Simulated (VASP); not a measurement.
# BN in VASP: one cell, several levels of theory, part 1 of 2

What does VASP give for BN built on the zincblende prototype, under +3.0 % equal strain in all directions, the cell held fixed? Runs: PBE, r2SCAN. The results are then set beside those of Ansatz 0.2.0 for the same cell.

The runs shown are made with VASP 6.6.1. PAW datasets, plane waves. No spin polarisation and no zero-point or thermal motion.

**1. The cell**

The cell comes from an earlier relaxation with r2SCAN in another program.

The symmetry is F-43m (No. 216, cubic); conventional cell a = 3.718 Å, 6.42 Å³ an atom. B has 4 N at 1.61 Å; N has 4 B at 1.61 Å.

The structure in full:

```cif
data_structure
_symmetry_space_group_name_H-M 'F-43m'
_symmetry_Int_Tables_number 216
_cell_length_a 3.7179
_cell_length_b 3.7179
_cell_length_c 3.7179
_cell_angle_alpha 90.000
_cell_angle_beta 90.000
_cell_angle_gamma 90.000
_cell_volume 51.39
loop_
_atom_site_label
_atom_site_type_symbol
_atom_site_symmetry_multiplicity
_atom_site_Wyckoff_symbol
_atom_site_fract_x
_atom_site_fract_y
_atom_site_fract_z
_atom_site_occupancy
B1 B 4 a 0.00000 0.00000 0.00000 1
N1 N 4 d 0.25000 0.25000 0.75000 1
```

**2. PBE at this geometry**

File INCAR:

```
ENCUT = 520.000000
SIGMA = 0.020000
EDIFF = 1.00e-07
GGA = PE
PREC = Accurate
IBRION = -1
ISIF = 2
ISMEAR = -1
NBANDS = 11
NELM = 120
NSW = 0
LASPH = .TRUE.
LCHARG = .FALSE.
LWAVE = .FALSE.
LREAL = .FALSE.
```

File KPOINTS:

```
KPOINTS created by Atomic Simulation Environment
0
Gamma
12 12 12
0 0 0
```

File KPOINTS_OPT:

```
special points
7
Reciprocal
0.0000000000 0.0000000000 0.0000000000 1
-0.5000000000 -0.5000000000 0.0000000000 1
-0.3750000000 -0.3750000000 0.2500000000 1
-0.3750000000 0.0000000000 0.3750000000 1
0.0000000000 0.0000000000 0.5000000000 1
-0.5000000000 -0.2500000000 0.2500000000 1
0.0000000000 0.5000000000 0.5000000000 1
```

File POSCAR:

```
B  N
 1.0000000000000000
     0.0000000000000000    1.8589702132000001    1.8589702132000001
     1.8589702132000001    0.0000000000000000    1.8589702132000001
     1.8589702132000001    1.8589702132000001    0.0000000000000000
 B   N
   1   1
Cartesian
  0.0000000000000000  0.0000000000000000  0.0000000000000000
  0.9294851066000001  0.9294851066000001  0.9294851066000001
```

The run uses the recommended PBE PAW datasets (8 valence electrons a neutral cell).

On the command line:

```
> mpirun -np 1 vasp_std
```

Printed to the terminal (iteration lines stand in OSZICAR):

```text
POSCAR found type information on POSCAR B N
 POSCAR found :  2 types and       2 ions
 LDA part: xc-table for (Slater+PW92), standard interpolation
 POSCAR, INCAR and KPOINTS ok, starting setup
 FFT: planning ... GRIDC
 FFT: planning ... GRID_SOFT
 FFT: planning ... GRID
 WAVECAR not read
 entering main loop
 Start KPOINTS_OPT (optional k-point list driver)
k-point batch [1-7\7]
```

OSZICAR:

```text
N       E                     dE             d eps       ncg     rms          rms(c)
DAV:   1     0.105608978732E+02    0.10561E+02   -0.49595E+03  1600   0.722E+02
DAV:   2    -0.176612126482E+02   -0.28222E+02   -0.27077E+02  1959   0.162E+02
DAV:   3    -0.182216982032E+02   -0.56049E+00   -0.55976E+00  1860   0.195E+01
DAV:   4    -0.182224644955E+02   -0.76629E-03   -0.76628E-03  1710   0.812E-01
DAV:   5    -0.182224653094E+02   -0.81381E-06   -0.81380E-06  1833   0.258E-02    0.626E+00
DAV:   6    -0.174358130167E+02    0.78665E+00   -0.30977E+00  1674   0.972E+00    0.299E+00
DAV:   7    -0.173878921006E+02    0.47921E-01   -0.74709E-02  1740   0.235E+00    0.181E+00
DAV:   8    -0.173763142656E+02    0.11578E-01   -0.31784E-02  1739   0.127E+00    0.152E-01
DAV:   9    -0.173764085180E+02   -0.94252E-04   -0.11579E-03  1689   0.253E-01    0.755E-02
DAV:  10    -0.173765075556E+02   -0.99038E-04   -0.13515E-04  1687   0.992E-02    0.142E-02
DAV:  11    -0.173765138563E+02   -0.63006E-05   -0.11576E-05  1831   0.274E-02    0.105E-02
DAV:  12    -0.173765138866E+02   -0.30271E-07   -0.19049E-06  1725   0.925E-03    0.658E-04
DAV:  13    -0.173765138706E+02    0.15950E-07   -0.24781E-08   861   0.155E-03
   1 F= -.17376514E+02 E0= -.17376514E+02  d E =-.143953E-12
       N       E                     dE             ncg
DAV:   1     0.404406928359E+03   -0.25256E+04      162
DAV:   2     0.220583245292E+03   -0.18382E+03      178
DAV:   3     0.216678130006E+03   -0.39051E+01      172
DAV:   4     0.216670660670E+03   -0.74693E-02      186
DAV:   5     0.216670654228E+03   -0.64426E-05      172
DAV:   6     0.216670654219E+03   -0.93516E-08      175
```

The lines after F= are the extra pass for the points of KPOINTS_OPT, at fixed density; their E is not a total energy.

Parts of OUTCAR:

```text
k-points           NKPTS =     72   k-points in BZ     NKDIM =     72   number of bands    NBANDS=     11

   NELECT =       8.0000    total number of electrons

   dimension x,y,z NGX =    20 NGY =   20 NGZ =   20
   dimension x,y,z NGXF=    40 NGYF=   40 NGZF=   40

  energy-cutoff  :      520.00
  volume of cell :       12.85
      direct lattice vectors                 reciprocal lattice vectors
     0.000000000  1.858970213  1.858970213    -0.268966117  0.268966117  0.268966117
     1.858970213  0.000000000  1.858970213     0.268966117 -0.268966117  0.268966117
     1.858970213  1.858970213  0.000000000     0.268966117  0.268966117 -0.268966117

 k-points in reciprocal lattice and weights: KPOINTS created by Atomic Simulation Env
   0.00000000  0.00000000  0.00000000       0.001
   0.08333333  0.00000000  0.00000000       0.005
   0.16666667  0.00000000  0.00000000       0.005
   0.25000000  0.00000000  0.00000000       0.005
   0.33333333  0.00000000  0.00000000       0.005
   0.41666667  0.00000000  0.00000000       0.005
   0.50000000  0.00000000  0.00000000       0.002
   0.08333333  0.08333333  0.00000000       0.003
[... 64 more k-points ...]

 E-fermi :   6.8642

 k-point     1 :       0.0000    0.0000    0.0000
  band No.  band energies     occupation
      1     -12.9041      2.00000
      2       6.4005      2.00000
      3       6.4005      2.00000
      4       6.4005      2.00000
      5      14.8204      0.00000
      6      14.8204      0.00000
      7      14.8204      0.00000
      8      15.4138      0.00000
      9      29.6080      0.00000
     10      33.1637      0.00000
     11      33.1637      0.00000

 k-point     2 :       0.0833    0.0000    0.0000
  band No.  band energies     occupation
      1     -12.7466      2.00000
      2       5.5346      2.00000
      3       6.2359      2.00000
      4       6.2359      2.00000
      5      14.8674      0.00000
      6      15.0696      0.00000
      7      15.0696      0.00000
      8      16.0917      0.00000
      9      29.5561      0.00000
     10      31.0970      0.00000
     11      31.0970      0.00000

 k-point     3 :       0.1667    0.0000    0.0000
  band No.  band energies     occupation
      1     -12.2807      2.00000
      2       3.5540      2.00000
      3       5.8335      2.00000
      4       5.8335      2.00000
      5      14.9966      0.00000
      6      15.6541      0.00000
      7      15.6541      0.00000
      8      17.5035      0.00000
      9      29.2691      0.00000
     10      29.6318      0.00000
     11      29.6318      0.00000

 k-point     4 :       0.2500    0.0000    0.0000
  band No.  band energies     occupation
      1     -11.5320      2.00000
      2       1.2411      2.00000
      3       5.3660      2.00000
      4       5.3660      2.00000
      5      15.1666      0.00000
      6      16.2277      0.00000
      7      16.2277      0.00000
      8      18.8933      0.00000
      9      28.8016      0.00000
     10      29.2197      0.00000
     11      29.2197      0.00000

 k-point     5 :       0.3333    0.0000    0.0000
  band No.  band energies     occupation
      1     -10.5663      2.00000
      2      -0.9823      2.00000
      3       4.9652      2.00000
      4       4.9652      2.00000
      5      15.3263      0.00000
      6      16.5473      0.00000
      7      16.5473      0.00000
      8      19.9490      0.00000
      9      28.5275      0.00000
     10      29.8936      0.00000
     11      29.8936      0.00000

 k-point     6 :       0.4167    0.0000    0.0000
  band No.  band energies     occupation
      1      -9.5745      2.00000
      2      -2.7732      2.00000
      3       4.7033      2.00000
      4       4.7033      2.00000
      5      15.4351      0.00000
      6      16.6341      0.00000
      7      16.6341      0.00000
      8      20.5833      0.00000
      9      28.5849      0.00000
     10      31.2394      0.00000
     11      31.2394      0.00000

 k-point     7 :       0.5000    0.0000    0.0000
  band No.  band energies     occupation
      1      -9.0779      2.00000
      2      -3.5424      2.00000
      3       4.6130      2.00000
      4       4.6130      2.00000
      5      15.4730      0.00000
      6      16.6390      0.00000
      7      16.6390      0.00000
      8      20.7931      0.00000
      9      28.7079      0.00000
     10      31.4917      0.00000
     11      32.0717      0.00000

 k-point     8 :       0.0833    0.0833    0.0000
  band No.  band energies     occupation
      1     -12.6942      2.00000
      2       5.8033      2.00000
      3       5.9049      2.00000
      4       5.9049      2.00000
      5      14.4405      0.00000
      6      15.4857      0.00000
      7      15.4857      0.00000
      8      16.0931      0.00000
      9      28.4535      0.00000
     10      30.4656      0.00000
     11      33.4628      0.00000

 k-point     9 :       0.1667    0.0833    0.0000
  band No.  band energies     occupation
      1     -12.3313      2.00000
      2       4.2134      2.00000
      3       5.3989      2.00000
      4       5.7752      2.00000
      5      14.4594      0.00000
      6      15.8499      0.00000
      7      16.2044      0.00000
      8      17.1698      0.00000
      9      26.9282      0.00000
     10      30.5299      0.00000
     11      32.0178      0.00000

 k-point    10 :       0.2500    0.0833    0.0000
  band No.  band energies     occupation
      1     -11.6761      2.00000
      2       2.0362      2.00000
      3       4.9007      2.00000
      4       5.3916      2.00000
      5      14.8434      0.00000
      6      16.1512      0.00000
      7      16.8800      0.00000
      8      18.4134      0.00000
      9      26.3415      0.00000
     10      30.4017      0.00000
     11      31.2024      0.00000

 k-point    11 :       0.3333    0.0833    0.0000
  band No.  band energies     occupation
      1     -10.7775      2.00000
      2      -0.1950      2.00000
      3       4.5298      2.00000
      4       4.8983      2.00000
      5      15.2216      0.00000
      6      16.4181      0.00000
      7      17.2435      0.00000
      8      19.4430      0.00000
      9      26.7217      0.00000
     10      30.2263      0.00000
     11      31.4064      0.00000

 k-point    12 :       0.4167    0.0833    0.0000
  band No.  band energies     occupation
      1      -9.7689      2.00000
      2      -2.1382      2.00000
      3       4.3449      2.00000
      4       4.4425      2.00000
      5      15.4909      0.00000
      6      16.5106      0.00000
      7      17.2708      0.00000
      8      20.3249      0.00000
      9      27.4445      0.00000
     10      30.6166      0.00000
     11      32.2019      0.00000

 k-point    13 :       0.5000    0.0833    0.0000
  band No.  band energies     occupation
      1      -9.0363      2.00000
      2      -3.3115      2.00000
      3       4.1129      2.00000
      4       4.3642      2.00000
      5      15.6957      0.00000
      6      16.5087      0.00000
      7      17.1192      0.00000
      8      20.8623      0.00000
      9      27.9015      0.00000
     10      31.3102      0.00000
     11      32.2417      0.00000

 k-point    14 :      -0.4167    0.0833    0.0000
  band No.  band energies     occupation
      1      -9.2087      2.00000
      2      -3.0499      2.00000
      3       3.9602      2.00000
      4       4.5785      2.00000
      5      15.8256      0.00000
      6      16.5548      0.00000
      7      16.9171      0.00000
      8      20.8020      0.00000
      9      28.0724      0.00000
     10      30.7270      0.00000
     11      31.5007      0.00000

 k-point    15 :      -0.3333    0.0833    0.0000
  band No.  band energies     occupation
      1     -10.1026      2.00000
      2      -1.5446      2.00000
      3       4.0112      2.00000
      4       4.9558      2.00000
      5      15.7994      0.00000
      6      16.6600      0.00000
      7      16.6912      0.00000
      8      20.1637      0.00000
      9      28.0819      0.00000
     10      28.9557      0.00000
     11      31.5473      0.00000

 k-point    16 :      -0.2500    0.0833    0.0000
  band No.  band energies     occupation
      1     -11.0994      2.00000
      2       0.5288      2.00000
      3       4.2725      2.00000
      4       5.4358      2.00000
      5      15.6333      0.00000
      6      16.2463      0.00000
      7      16.6873      0.00000
      8      19.1957      0.00000
      9      27.9033      0.00000
     10      28.0337      0.00000
     11      31.3303      0.00000

[... the tables of k-points 17 to 72 left out ...]

  Total       -1.9690764     -1.9690764     -1.9690764     -0.0000000     -0.0000000     -0.0000000
  in kB     -245.5420392   -245.5420392   -245.5420392     -0.0000000     -0.0000000     -0.0000000
  external PRESSURE =    -245.5420392 kB  Pullay stress =       0.0000000 kB

 POSITION                                       TOTAL-FORCE (eV/Angst)
 -----------------------------------------------------------------------------------
      0.00000      0.00000      0.00000        -0.000000     -0.000000     -0.000000
      0.92949      0.92949      0.92949         0.000000      0.000000      0.000000
 -----------------------------------------------------------------------------------
    total drift:                               -0.000000     -0.000000      0.000000

  FREE ENERGIE OF THE ION-ELECTRON SYSTEM (eV)
  ---------------------------------------------------
  free  energy   TOTEN  =       -17.3765138706 eV

  energy  without entropy=      -17.3765138706  energy(sigma->0) =      -17.37651387
```

Hardware: 1 MPI rank of Intel Xeon Platinum 8488C, shared host.

The levels at the points of KPOINTS_OPT are read from vasprun.xml.

Band energies at the special points (eV, zero at the top of v, the last band that the electrons fill by count):

| point | v−1 | v | c | c+1 |
| --- | --- | --- | --- | --- |
| Γ | 0.00 | 0.00 | 8.42 | 8.42 |
| X | -4.50 | -4.50 | 4.37 | 8.75 |
| U | -7.00 | -3.74 | 6.65 | 12.07 |
| K | -7.00 | -3.74 | 6.65 | 12.07 |
| L | -1.79 | -1.79 | 9.07 | 10.24 |
| W | -6.36 | -5.94 | 9.24 | 12.32 |

The PBE gap is 4.37 eV and indirect (Γ to X), with 8.42 eV as the least direct one. Pressure: -24.55 GPa; the forces vanish within 0.01 eV/Å.

(Continued in part 2 of 2.)
